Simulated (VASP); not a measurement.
# Fe2O3 (R-3c) in VASP: notebook, part 2 of 3

VASP 6.6.1. Earlier steps stand in the parts before.

## (3) Relaxation of cell and atoms, PBE+U, collinear spin, ferromagnetic start

This run uses another cell than the first one, of 10.43 Å³/atom, 1.033 times its volume.

INCAR

```
SYSTEM = Fe2O3
ALGO = Normal ; AMIX = 0.2
AMIX_MAG = 0.8 ; BMIX = 1E-4
BMIX_MAG = 1E-4 ; EDIFF = 1E-7
EDIFFG = -0.005 ; ENCUT = 600
GGA = PE ; IBRION = 2
ISIF = 3 ; ISMEAR = 1
ISPIN = 2 ; LASPH = .TRUE.
LCHARG = .FALSE. ; LDAU = .TRUE.
LDAUJ = 0 0 ; LDAUL = 2 -1
LDAUPRINT = 1 ; LDAUTYPE = 2
LDAUU = 5.3 0 ; LMAXMIX = 4
LORBIT = 11 ; LREAL = .FALSE.
LUSENCCL = .FALSE. ; LWAVE = .FALSE.
MAGMOM = 4 4 4 4 0 0 0 0 0 0 ; NELM = 150
NSW = 90 ; PREC = Accurate
SIGMA = 0.1
```

KPOINTS

```
k-points
0
G
  9 9 9
  0 0 0
```

POSCAR

```
Fe2O3                                   
1.0
    2.5546682319      1.4749383934      4.6123478090
   -2.5546682319      1.4749383934      4.6123478090
   -0.0000000000     -2.9498767867      4.6123478090
  Fe              O             
     4     6
Direct
     0.3532834360678996    0.3532834360678996    0.3532834360678996
     0.1467165639321004    0.1467165639321004    0.1467165639321004
     0.6467165639321004    0.6467165639321004    0.6467165639321004
     0.8532834360678996    0.8532834360678996    0.8532834360678996
     0.5540621960629275    0.9459378039370725    0.2500000000000000
     0.2499999999999770    0.5540621960629045    0.9459378039371183
     0.9459378039370955    0.2500000000000230    0.5540621960628817
     0.4459378039370724    0.0540621960629275    0.7500000000000000
     0.7500000000000230    0.4459378039370955    0.0540621960628816
     0.0540621960629045    0.7499999999999770    0.4459378039371184
```

Potentials or basis: VASP PAW PBE potentials, release 64 (Fe, O).

Command:

```console
$ cat potpaw_PBE.64/Fe/POTCAR potpaw_PBE.64/O/POTCAR > POTCAR
$ mpirun -np 1 vasp_std > vasp.out
```

OUTCAR:

```text
SYSTEM = Fe2O3
   AMIX = 0.2
   AMIX_MAG = 0.8
   EDIFF = 1E-7
   EDIFFG = -0.005
   ENCUT = 600
   GGA = PE
   IBRION = 2
   ISIF = 3
   ISMEAR = 1
   ISPIN = 2
   LASPH = .TRUE.
   LORBIT = 11
   LREAL = .FALSE.
   NELM = 150
   NSW = 90
   PREC = Accurate

 ion  position               nearest neighbor table
   1  0.353  0.353  0.353-  10 1.99   8 1.99   9 1.99   5 2.11   6 2.11   7 2.11   2 2.86   3 3.00
                             3 3.00   3 3.00
   2  0.147  0.147  0.147-   9 1.99   8 1.99  10 1.99   5 2.11   7 2.11   6 2.11   1 2.86   4 3.00
                             4 3.00   4 3.00
   3  0.647  0.647  0.647-   7 1.99   5 1.99   6 1.99   8 2.11   9 2.11  10 2.11   4 2.86   1 3.00
                             1 3.00   1 3.00
   4  0.853  0.853  0.853-   6 1.99   5 1.99   7 1.99   8 2.11  10 2.11   9 2.11   3 2.86   2 3.00
                             2 3.00   2 3.00
   5  0.554  0.946  0.250-   3 1.99   4 1.99   1 2.11   2 2.11
   6  0.250  0.554  0.946-   4 1.99   3 1.99   1 2.11   2 2.11
   7  0.946  0.250  0.554-   3 1.99   4 1.99   2 2.11   1 2.11
   8  0.446  0.054  0.750-   1 1.99   2 1.99   3 2.11   4 2.11
   9  0.750  0.446  0.054-   2 1.99   1 1.99   3 2.11   4 2.11
  10  0.054  0.750  0.446-   1 1.99   2 1.99   4 2.11   3 2.11

  LATTYP: Found a trigonal (rhomboedric) cell.
 ALAT       =     5.4749908996
 COS(alpha) =     0.5645561030

  Lattice vectors:

 A1 = (   2.5546682319,   1.4749383934,   4.6123478090)
 A2 = (  -2.5546682319,   1.4749383934,   4.6123478090)
 A3 = (  -0.0000000000,  -2.9498767867,   4.6123478090)

Analysis of symmetry for initial positions (statically):
=====================================================================
 Subroutine PRICEL returns:
 Original cell was already a primitive cell.

 Routine SETGRP: Setting up the symmetry group for a
 trigonal (rhombohedral) supercell.

 Subroutine GETGRP returns: Found 12 space group operations
 (whereof  6 operations were pure point group operations)
 out of a pool of 12 trial point group operations.

The static configuration has the point symmetry S_6 .
 The point group associated with its full space group is D_3d.

Analysis of symmetry for dynamics (positions and initial velocities):
=====================================================================
 Subroutine PRICEL returns:
 Original cell was already a primitive cell.

 Routine SETGRP: Setting up the symmetry group for a
 trigonal (rhombohedral) supercell.

 Subroutine GETGRP returns: Found 12 space group operations
 (whereof  6 operations were pure point group operations)
 out of a pool of 12 trial point group operations.

The dynamic configuration has the point symmetry S_6 .
 The point group associated with its full space group is D_3d.

Analysis of structural, dynamic, and magnetic symmetry:
=====================================================================
 Subroutine PRICEL returns:
 Original cell was already a primitive cell.

 Routine SETGRP: Setting up the symmetry group for a
 trigonal (rhombohedral) supercell.

 Subroutine GETGRP returns: Found 12 space group operations
 (whereof  6 operations were pure point group operations)
 out of a pool of 12 trial point group operations.

[... 132 lines left out ...]
   ISMEAR =     1;   SIGMA  =   0.10  broadening in eV -4-tet -1-fermi 0-gaus
   EFERMI_NEDOS =   21; number of points for ismear=-14 and -15
   IALGO  =     38    algorithm
   IMIX   =      4    mixing-type and parameters
     AMIX     =   0.20;   BMIX     =  0.00
     AMIX_MAG =   0.80;   BMIX_MAG =  0.00
  volume/ion in A,a.u.               =      10.43        70.37
  Fermi-wavevector in a.u.,A,eV,Ry     =   1.419659  2.682766 27.421596  2.015430
  Thomas-Fermi vector in A             =   2.540656
   LORBIT       =     11    0 simple, 1 ext, 2 COOP (PROOUT), +10 PAW based schemes
 LDA+U is selected, type is set to LDAUTYPE =  2
   angular momentum for each species LDAUL =     2   -1
   U (eV)           for each species LDAUU =   5.3  0.0
   J (eV)           for each species LDAUJ =   0.0  0.0
   GGA     = PE    functional components
   LHFCALC =     F    Hartree Fock is set to
   AEXX    =    0.0000 exact exchange contribution
   IVDW    =     0    specifies the selected vdW correction
   LEPSILON=     F    determine dielectric tensor
   LRPA    =     F    only Hartree local field effects (RPA)
 conjugate gradient relaxation of ions
 spin polarized calculation
 Methfessel and Paxton  Order N= 1 SIGMA  =   0.10
  energy-cutoff  :      600.00
  volume of cell :      104.28
 maximum number of plane-waves:      3510
 NGX is ok and might be reduce to    48
   NGX = 21   NGY = 21   NGZ = 21

--------------------------------------- Ionic step        1  -------------------------------------------

 number of electron      68.0000003 magnetization      19.9999405

 Free energy of the ion-electron system (eV)
  ---------------------------------------------------
  ext. energy  EPLUGINS =         0.00000000
  ---------------------------------------------------
  free energy    TOTEN  =       -66.21781975 eV

  energy without entropy =      -66.22141929  energy(sigma->0) =      -66.21901959

------------------------ aborting loop because EDIFF is reached ----------------------------------------

  FORCE on cell =-STRESS in cart. coord.  units (eV):
  Direction    XX          YY          ZZ          XY          YZ          ZX
  --------------------------------------------------------------------------------------
  -------------------------------------------------------------------------------------
  Total       -0.1157493     -0.1157493     -0.0335901     -0.0000000     -0.0000000      0.0000000
  in kB       -1.7784734     -1.7784734     -0.5161069     -0.0000000     -0.0000000      0.0000000
  external PRESSURE =      -1.3576846 kB  Pullay stress =       0.0000000 kB
[... 251 lines left out ...]
--------------------------------------- Ionic step        4  -------------------------------------------

 number of electron      68.0000003 magnetization      20.0000002

 Free energy of the ion-electron system (eV)
  ---------------------------------------------------
  ext. energy  EPLUGINS =         0.00000000
  ---------------------------------------------------
  free energy    TOTEN  =       -66.21787912 eV

  energy without entropy =      -66.22143296  energy(sigma->0) =      -66.21906373

 E-fermi :   3.2731     XC(G=0): -11.4046

 val. band max:        3.2713083908   @ k =   0.1111   0.1111   0.1111
 cond. band min:       3.2793423734   @ k =   0.1111   0.1111   0.0000
 fundamental gap:      0.0080339826
 Fermi energy:         3.2730667509

 spin component 1

 k-point     1 :       0.0000    0.0000    0.0000
  band No.  band energies     occupation
      1     -15.3830      1.00000
      2     -14.0632      1.00000
      3     -14.0632      1.00000
      4     -13.8993      1.00000
      5     -13.8954      1.00000
      6     -13.8954      1.00000
[... 2345 lines left out ...]
     45      12.0458      0.00000
     46      13.1431      0.00000

 [... further k-points ...]

 [bands above 46 left out]

------------------------ aborting loop because EDIFF is reached ----------------------------------------

  FORCE on cell =-STRESS in cart. coord.  units (eV):
  Direction    XX          YY          ZZ          XY          YZ          ZX
  --------------------------------------------------------------------------------------
  -------------------------------------------------------------------------------------
  Total       -0.0120749     -0.0120749      0.0124333      0.0000000      0.0000000      0.0000000
  in kB       -0.1856653     -0.1856653      0.1911762      0.0000000      0.0000000      0.0000000
  external PRESSURE =      -0.0600514 kB  Pullay stress =       0.0000000 kB
[... 25 lines left out ...]
  FREE ENERGIE OF THE ION-ELECTRON SYSTEM (eV)
  ---------------------------------------------------
  free  energy   TOTEN  =       -66.2178791181 eV

  energy  without entropy=      -66.2214329582  energy(sigma->0) =      -66.21906373

 reached required accuracy - stopping structural energy minimisation

 total charge

# of ion       s       p       d       tot
------------------------------------------
    1        0.374   0.529   5.772   6.675
    2        0.374   0.529   5.772   6.675
    3        0.374   0.529   5.772   6.675
    4        0.374   0.529   5.772   6.675
    5        1.553   3.485   0.000   5.038
    6        1.553   3.485   0.000   5.038
    7        1.553   3.485   0.000   5.038
    8        1.553   3.485   0.000   5.038
    9        1.553   3.485   0.000   5.038
   10        1.553   3.485   0.000   5.038
--------------------------------------------------
tot         10.818  23.023  23.088  56.929

 magnetization (x)

# of ion       s       p       d       tot
------------------------------------------
    1        0.027   0.040   4.352   4.419
    2        0.027   0.040   4.352   4.419
    3        0.027   0.040   4.352   4.419
    4        0.027   0.040   4.352   4.419
    5        0.019   0.318   0.000   0.337
    6        0.019   0.318   0.000   0.337
    7        0.019   0.318   0.000   0.337
    8        0.019   0.318   0.000   0.337
    9        0.019   0.318   0.000   0.337
   10        0.019   0.318   0.000   0.337
--------------------------------------------------
tot          0.221   2.064  17.409  19.694
```

Run time: 61 min. Hardware: 1 × NVIDIA H100 80GB with 1 thread of AMD EPYC 7R13 (Zen 3), shared host; peak memory 1.8 GiB.

What came out:

```
Free energy                                           : -66.2179 eV
Relaxed volume                                        : 10.42 Å³/atom
Relaxed cell                                          : a = 5.475 Å, b = 5.475 Å, c = 5.475 Å, α = 55.61°, β = 55.61°, γ = 55.61°
Space group after relaxing (to 0.05 Å)                : R-3c (No. 167)
Energy gained by relaxing                             : 0.0 meV/atom
Ionic steps                                           : 4
Pressure after relaxing                               : 0.0 GPa
Band gap on the k mesh                                : 1.66 eV, indirect (least direct gap 1.81 eV)
Net moment                                            : 20.00 μB per cell
Site moments                                          : Fe +4.42; O +0.34 μB
Valence electrons inside the program's atomic spheres : Fe 6.67; O 5.04
```

Forces on the atoms (eV/Å):
```
Fe   0.000  0.000 -0.003
Fe   0.000  0.000  0.003
Fe   0.000  0.000  0.003
Fe   0.000  0.000 -0.003
O    0.002  0.000  0.000
O   -0.001  0.001  0.000
O   -0.001 -0.001  0.000
O   -0.002  0.000  0.000
O    0.001 -0.001  0.000
O    0.001  0.001  0.000
```

Final structure:
```
Fe O
1.0
     2.55365    1.47435    4.61263
    -2.55365    1.47435    4.61263
     0.00000   -2.94871    4.61263
Fe O
4 6
Direct
  0.35327 0.35327 0.35327
  0.14673 0.14673 0.14673
  0.64673 0.64673 0.64673
  0.85327 0.85327 0.85327
  0.55416 0.94584 0.25000
  0.25000 0.55416 0.94584
  0.94584 0.25000 0.55416
  0.44584 0.05416 0.75000
  0.75000 0.44584 0.05416
  0.05416 0.75000 0.44584
```

Eigenvalues of the final occupation matrices:
| site | spin | trace | eigenvalues |
| --- | --- | --- | --- |
| site 1 d | 1 | 5.08 | 0.99 0.99 0.99 1.06 1.06 |
| site 1 d | 2 | 0.72 | 0.06 0.06 0.07 0.27 0.27 |
| site 2 d | 1 | 5.08 | 0.99 0.99 0.99 1.06 1.06 |
| site 2 d | 2 | 0.72 | 0.06 0.06 0.07 0.27 0.27 |
| site 3 d | 1 | 5.08 | 0.99 0.99 0.99 1.06 1.06 |
| site 3 d | 2 | 0.72 | 0.06 0.06 0.07 0.27 0.27 |
| site 4 d | 1 | 5.08 | 0.99 0.99 0.99 1.06 1.06 |
| site 4 d | 2 | 0.72 | 0.06 0.06 0.07 0.27 0.27 |

Caveat: an odd mesh through Γ misses points on the zone boundary, where band edges often lie; only a ferromagnetic start was run, and an antiferromagnetic order may lie lower in energy.

(Part 2 of 3 ends here.)
